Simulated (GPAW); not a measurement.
# Hf (Fm-3m) in GPAW: reference runs

Aim: a first look at Hf with PBEsol, on the cell as given and on a disturbed one.

All numbers are computed with GPAW 26.7.0; they aren't measurements. Logs are shortened: lines on timing, memory, paths and dates and some standing lists are left out, and cuts for length are marked. The log counts tension as positive stress, the text compression.

## (1) The crystal as given

Symmetry: Fm-3m, No. 225, cubic system. The conventional cell has a = 4.440 Å, b = 4.440 Å, c = 4.440 Å, α = 90.00°, β = 90.00°, γ = 90.00°. Hf (site symmetry m-3m) has 12 Hf at 3.14 Å as nearest neighbours.

This isn't the form of Hf at room conditions, which is hcp.

## (2) Single point, PBEsol

Contents of run.py:

```python
from ase import Atoms
from ase.dft.bandgap import bandgap
from ase.io import write
from ase.units import Bohr, GPa
from gpaw import GPAW, PW, setup_paths
from gpaw.elf import elf_from_dft_calculation

setup_paths.insert(0, '.')

atoms = Atoms(['Hf'],
              cell=[[0.0, 2.22, 2.22],
                    [2.22, 0.0, 2.22],
                    [2.22, 2.22, 0.0]],
              scaled_positions=[[0.0, 0.0, 0.0]],
              pbc=True)

calc = GPAW(mode=PW(600),
            xc='PBEsol',
            kpts={'size': (10, 10, 10), 'gamma': True},
            occupations={'name': 'fermi-dirac', 'width': 0.05},
            nbands=14,
            convergence={'density': 1e-05, 'energy': 1e-05},
            maxiter=150,
            txt='gpaw.txt')
atoms.calc = calc
energy = atoms.get_potential_energy()
forces = atoms.get_forces()
stress = atoms.get_stress()
calc.write('gs.gpw')
write('result.traj', atoms)
print(f'Energy: {energy:.6f} eV')
print('Forces (eV/A):')
print(forces.round(4))
print('Stress (GPa):', (stress / GPa).round(3))
print('Fermi level:', round(calc.get_fermi_level(), 4), 'eV')
print(f'Gap: {bandgap(calc)[0]:.4f} eV, direct: {bandgap(calc, direct=True)[0]:.4f} eV')

# fields on the real-space grid
write('density.cube', atoms, data=calc.get_pseudo_density() * Bohr**3)
write('potential.cube', atoms, data=calc.get_electrostatic_potential())
write('elf.cube', atoms, data=elf_from_dft_calculation(calc).data)
```

Potentials or basis: PAW data sets generated in the run's folder for this functional, pw.

The run is started by

```bash
gpaw-setup -f PBEsol Hf
OMP_NUM_THREADS=1 python run.py
```

gpaw.txt:

```text
__  _  _
 | _ |_)|_||  |
 |__||  | ||/\| - 26.7.0

Input parameters:
  mode=PW(ecut=600.0),
  convergence={'density': 1e-05, 'energy': 1e-05},
  kpts=MonkhorstPack(size=(10, 10, 10), gamma=True),
  maxiter=150,
  nbands=14,
  occupations=Occupations(name='fermi-dirac', width=0.05),
  xc=XC(name='PBEsol')

Diagonalizing LCAO Hamiltonian
Converting LCAO to pw mode

       Hf

Atoms  # Å, Bohr magnetons
|   | symbol |        x |        y |        z |    initial magnetic moments |
|---|--------|----------|----------|----------|-----------------------------|
| 0 |     Hf | 0.000000 | 0.000000 | 0.000000 | ( 0.0000,  0.0000,  0.0000) |

Unit cell  # Å
| periodic |        x |        y |        z |  lengths |    angles |
|----------|----------|----------|----------|----------|-----------|
|      yes | 0.000000 | 2.220000 | 2.220000 | 3.139554 | 60.000000 |
|      yes | 2.220000 | 0.000000 | 2.220000 | 3.139554 | 60.000000 |
|      yes | 2.220000 | 2.220000 | 0.000000 | 3.139554 | 60.000000 |

Number of symmetries: 48
Symmetry operations  # r_c * U_cc + t_c -> r_c
|    | kind |            matrix            |
|----|------|------------------------------|
|  0 |  σ   |  1, 0, 0,  1, 0,-1,  1,-1, 0 |
|  1 |  C2  |  1, 0, 0,  1,-1, 0,  1, 0,-1 |
|  2 |  E   |  1, 0, 0,  0, 1, 0,  0, 0, 1 |
|  3 |  σ   |  1, 0, 0,  0, 0, 1,  0, 1, 0 |
|  4 |  C4  |  1, 0,-1,  1, 0, 0,  1,-1, 0 |
|  5 |  S6  |  1, 0,-1,  1,-1, 0,  1, 0, 0 |
|  6 |  σ   |  1, 0,-1,  0, 1,-1,  0, 0,-1 |
|  7 |  C3  |  1, 0,-1,  0, 0,-1,  0, 1,-1 |
|  8 |  S6  |  1,-1, 0,  1, 0, 0,  1, 0,-1 |
|  9 |  C4  |  1,-1, 0,  1, 0,-1,  1, 0, 0 |
| 10 |  C3  |  1,-1, 0,  0,-1, 1,  0,-1, 0 |
| 11 |  σ   |  1,-1, 0,  0,-1, 0,  0,-1, 1 |
| 12 |  σ   |  0, 1, 0,  1, 0, 0,  0, 0, 1 |
| 13 |  C4  |  0, 1, 0,  0, 1,-1, -1, 1, 0 |
| 14 |  C3  |  0, 1, 0,  0, 0, 1,  1, 0, 0 |
| 15 |  S6  |  0, 1, 0, -1, 1, 0,  0, 1,-1 |
| 16 |  C2  |  0, 1,-1,  1, 0,-1,  0, 0,-1 |
| 17 |  σ   |  0, 1,-1,  0, 1, 0, -1, 1, 0 |
| 18 |  S4  |  0, 1,-1,  0, 0,-1,  1, 0,-1 |
| 19 |  C4  |  0, 1,-1, -1, 1, 0,  0, 1, 0 |
| 20 |  C3  |  0, 0, 1,  1, 0, 0,  0, 1, 0 |
| 21 |  σ   |  0, 0, 1,  0, 1, 0,  1, 0, 0 |
| 22 |  S6  |  0, 0, 1,  0,-1, 1, -1, 0, 1 |
| 23 |  C4  |  0, 0, 1, -1, 0, 1,  0,-1, 1 |
| 24 |  S4  |  0, 0,-1,  1, 0,-1,  0, 1,-1 |
| 25 |  C3  |  0, 0,-1,  0, 1,-1,  1, 0,-1 |
| 26 |  C2  |  0, 0,-1,  0,-1, 0, -1, 0, 0 |
| 27 |  S6  |  0, 0,-1, -1, 0, 0,  0,-1, 0 |
| 28 |  S4  |  0,-1, 1,  1,-1, 0,  0,-1, 0 |
| 29 |  C4  |  0,-1, 1,  0, 0, 1, -1, 0, 1 |
| 30 |  C2  |  0,-1, 1,  0,-1, 0,  1,-1, 0 |
| 31 |  σ   |  0,-1, 1, -1, 0, 1,  0, 0, 1 |
| 32 |  C3  |  0,-1, 0,  1,-1, 0,  0,-1, 1 |
| 33 |  S6  |  0,-1, 0,  0, 0,-1, -1, 0, 0 |
| 34 |  S4  |  0,-1, 0,  0,-1, 1,  1,-1, 0 |
| 35 |  C2  |  0,-1, 0, -1, 0, 0,  0, 0,-1 |
| 36 |  C2  | -1, 1, 0,  0, 1, 0,  0, 1,-1 |
| 37 |  S6  | -1, 1, 0,  0, 1,-1,  0, 1, 0 |
| 38 |  S4  | -1, 1, 0, -1, 0, 1, -1, 0, 0 |
| 39 |  C3  | -1, 1, 0, -1, 0, 0, -1, 0, 1 |
| 40 |  S6  | -1, 0, 1,  0, 0, 1,  0,-1, 1 |
| 41 |  C2  | -1, 0, 1,  0,-1, 1,  0, 0, 1 |
| 42 |  C3  | -1, 0, 1, -1, 1, 0, -1, 0, 0 |
| 43 |  S4  | -1, 0, 1, -1, 0, 0, -1, 1, 0 |
| 44 |  C2  | -1, 0, 0,  0, 0,-1,  0,-1, 0 |
| 45 |  i   | -1, 0, 0,  0,-1, 0,  0, 0,-1 |
| 46 |  σ   | -1, 0, 0, -1, 1, 0, -1, 0, 1 |
| 47 |  C2  | -1, 0, 0, -1, 0, 1, -1, 1, 0 |

BZ-sampling:
  Number of BZ points: 1000
  Number of IBZ points: 47

  Monkhorst-Pack size: [10, 10, 10]
  Monkhorst-Pack shift: [0.05, 0.05, 0.05]

K-points  # in reciprocal-cell coordinates
|     |                                coordinates |     weight |
|-----|--------------------------------------------|------------|
|   0 | (  0.00000000,   0.00000000,   0.00000000) | 0.00100000 |
|   1 | (  0.10000000,   0.10000000,   0.00000000) | 0.00600000 |
|   2 | (  0.10000000,   0.10000000,   0.10000000) | 0.00800000 |
|   3 | (  0.20000000,   0.10000000,   0.10000000) | 0.01200000 |
|   4 | (  0.20000000,   0.20000000,   0.00000000) | 0.00600000 |
|   5 | (  0.20000000,   0.20000000,   0.10000000) | 0.02400000 |
|   6 | (  0.20000000,   0.20000000,   0.20000000) | 0.00800000 |
|   7 | (  0.30000000,   0.20000000,   0.10000000) | 0.02400000 |
|   8 | (  0.30000000,   0.20000000,   0.20000000) | 0.02400000 |
|   9 | (  0.30000000,   0.30000000,   0.00000000) | 0.00600000 |
| ... |                                            |            |
|  46 | (  0.50000000,   0.50000000,   0.50000000) | 0.00400000 |

Plane wave coefficients: 745
Cutoff: 600.0 eV

Spin-components: 1 (collinear spins)
Bands:           14
Projectors:      6
Spin-degeneracy: 2
Datatype:        complex128

Parallelization:
  kpt:    1
  domain: 1
  band:   1

Density:
  Valence electrons: 12.0
  Components: 1
  Grid points: [18 18 18]
  Charge: 0.0  # |e|

Potential:
  Grid points: [18 18 18]

species:
  Hf:
    name:    Hafnium
    Z:       72.0
    valence: 12
    core:    60
    charge:  0.0  # [|e|]
    compensation charges:
      type: gauss
      rc: 0.41  # [Å]
      lmax: 2
    cutoffs:
      filter: 2.36  # [Å]
      core: 4.02  # [Å]
    projectors
    | kind |    occ | energy [eV] | rcut [Å] |
    |------|--------|-------------|----------|
    |   5s |  2.000 |     -66.855 |    1.397 |
    |   6s |  2.000 |      -5.120 |    1.397 |
    |   5p |  6.000 |     -35.615 |    1.307 |
    |   6p |  0.000 |      -1.375 |    1.307 |
    |   5d |  2.000 |      -2.724 |    1.334 |
    |    d |        |      24.487 |    1.334 |

    Using partial waves for Hf as LCAO basis

Reference energy: -409762.375317  # eV

eigensolver:
  PPCG
  Converge bands: occupied
  niter=2

density mixing:
  MSR1-Mixer
  Pratt-step length: 0.05
  Maximum mixing coefficient: 0.75
  Old densities: 10
  SVD Regularization: 0.005
  Good broyden scale: 1.0
  Trust region scale: 1.0
  Backstep threshold: 4.0
  History deletion threshold: 6.0
  Fourier metric: weight=20.0, sigma=0.015

occupation numbers:
  Fermi-Dirac:
    width: 0.0500  # eV

poisson solver:
  ecut: 4800.0  # eV

xc functional:
  name: PBEsol with 2 nearest neighbor stencil

convergence criteria:
- Maximum integral of absolute [dens]ity change: 1e-05 electrons / valence electron
- Maximum [total energy] change in last 3 cyles: 1e-05 eV / valence electron
- Maximum integral of absolute [eigenst]ate change: 4e-08 eV^2 / valence electron
maximum number of iterations: 150

SCF iterations
|iter     | |      energy | eigst |  dens |
|---------|-|-------------|-------|-------|
|iter:   1| |   -8.102033 | -0.25 |       |
|iter:   2| |   -8.085675 | -3.05 | -1.32 |
|iter:   3| |   -8.005814 | -2.03 | -1.35 |
|iter:   4| |   -8.009440 | -3.39 | -1.97 |
|iter:   5| |   -8.010341 | -4.73 | -2.39 |
|iter:   6| |   -8.010346 | -6.87 | -3.73 |
|iter:   7| |   -8.010347c| -7.98c| -4.18 |
|iter:   8| |   -8.010347c| -9.54c| -5.55c|

Converged in 8 steps
Energy contributions relative to reference atoms: (reference = -409762.375317)

Energy contributions:
  Kinetic:           6.109074
  Coulomb:          -5.613677
  Zero:             -0.498758
  External:          0.000000
  Xc:               -8.001435
  Entropy:          -0.011102
  Spinorbit:         0.000000
  ----------------------------
  Free energy:      -8.015898
  Extrapolated:     -8.010347

dipole moment: (-16.138123, -16.138123, -16.138123)  # |e|*Ang

Fermi level: 9.906
Eigenvalues  # (at kpt = [0.000, 0.000, 0.000])
| band index |      eig [eV] | occ [0-2] |
|------------|---------------|-----------|
|          0 |       -51.584 |     2.000 |
|          1 |       -20.026 |     2.000 |
|          2 |       -20.026 |     2.000 |
|          3 |       -20.026 |     2.000 |
|          4 |         2.644 |     2.000 |
|          5 |        11.301 |     0.000 |
|          6 |        11.301 |     0.000 |
|          7 |        11.301 |     0.000 |
|          8 |        14.146 |     0.000 |
|          9 |        14.146 |     0.000 |
|         10 |        21.521 |     0.000 |
|         11 |        25.892 |     0.000 |
|         12 |        25.892 |     0.000 |
|         13 |        25.892 |     0.000 |

No gap
No difference between direct/indirect transitions

Forces  # eV/Ang
|        x |       y |       z |
|----------|---------|---------|
| -0.00000 | 0.00000 | 0.00000 |  # Hf   0

Stress tensor  # eV/Ang^3
|         x |         y |         z |
|-----------|-----------|-----------|
|  0.007576 | -0.000000 |  0.000000 |
| -0.000000 |  0.007576 | -0.000000 |
|  0.000000 | -0.000000 |  0.007576 |

# Writing to gs.gpw (mode='')
```

Run time: 20 s. Hardware: 1 thread of AMD EPYC 7R43 (Zen 3), shared host; peak memory 0.13 GiB.

Results:

```
Free energy            : -8.0159 eV
Pressure               : -1.2 GPa
Band gap on the k mesh : none (metal or under the smearing width)
```

## (3) Single point, PBEsol (cell strained at random at fixed volume)

Contents of run.py:

```python
from ase import Atoms
from ase.dft.bandgap import bandgap
from ase.io import write
from ase.units import GPa
from gpaw import GPAW, PW, setup_paths

setup_paths.insert(0, '.')

atoms = Atoms(['Hf'],
              cell=[[-0.043473, 2.207477, 2.213356],
                    [2.162762, -0.042675, 2.212558],
                    [2.172008, 2.215925, -0.051921]],
              scaled_positions=[[0.001931, -0.011219, -0.003422]],
              pbc=True)

calc = GPAW(mode=PW(600),
            xc='PBEsol',
            kpts={'size': (10, 10, 10), 'gamma': True},
            occupations={'name': 'fermi-dirac', 'width': 0.05},
            nbands=14,
            convergence={'density': 1e-05, 'energy': 1e-05},
            maxiter=150,
            txt='gpaw.txt')
atoms.calc = calc
energy = atoms.get_potential_energy()
forces = atoms.get_forces()
stress = atoms.get_stress()
calc.write('gs.gpw')
write('result.traj', atoms)
print(f'Energy: {energy:.6f} eV')
print('Forces (eV/A):')
print(forces.round(4))
print('Stress (GPa):', (stress / GPa).round(3))
print('Fermi level:', round(calc.get_fermi_level(), 4), 'eV')
print(f'Gap: {bandgap(calc)[0]:.4f} eV, direct: {bandgap(calc, direct=True)[0]:.4f} eV')
```

Potentials or basis: PAW data sets generated in the run's folder for this functional, pw.

The run is started by

```bash
gpaw-setup -f PBEsol Hf
OMP_NUM_THREADS=1 python run.py
```

Run time: 2 min. Hardware: 1 thread of AMD EPYC 7R43 (Zen 3), shared host; peak memory 0.27 GiB.

The run converged. Its results:

- Free energy: -8.0080 eV
- Pressure: -1.1 GPa
- Band gap on the k mesh: none (metal or under the smearing width)

Stress tensor (GPa, compression positive):
```
-0.46  1.25  1.75
 1.25 -1.37  1.61
 1.75  1.61 -1.51
```

Levels at points of the mesh, in eV from the Fermi level:
```csv
k point,band 3,band 4,band 5,band 6,band 7,band 8,band 9,band 10
"(0.00, 0.00, 0.00)",-29.94,-29.90,-7.26,1.12,1.30,1.76,4.08,4.43
"(0.00, 0.00, 0.50)",-30.04,-30.02,-3.73,0.53,1.02,1.42,6.15,6.56
"(0.00, 0.50, 0.00)",-30.05,-30.02,-3.70,0.60,0.97,1.42,6.14,6.61
"(0.00, 0.50, 0.50)",-30.29,-30.23,-3.31,-2.24,2.87,6.37,7.05,7.14
"(0.50, 0.00, 0.00)",-30.06,-30.02,-3.71,0.58,0.79,1.60,6.29,6.51
"(0.50, 0.00, 0.50)",-30.27,-30.20,-3.36,-2.19,2.54,6.38,6.96,7.22
"(0.50, 0.50, 0.00)",-30.26,-30.20,-3.36,-2.18,2.50,6.38,6.96,7.21
"(0.50, 0.50, 0.50)",-30.10,-30.07,-3.60,0.89,0.91,1.21,6.46,6.61
```

The run has no spin-orbit coupling, so splittings on Hf are missing.
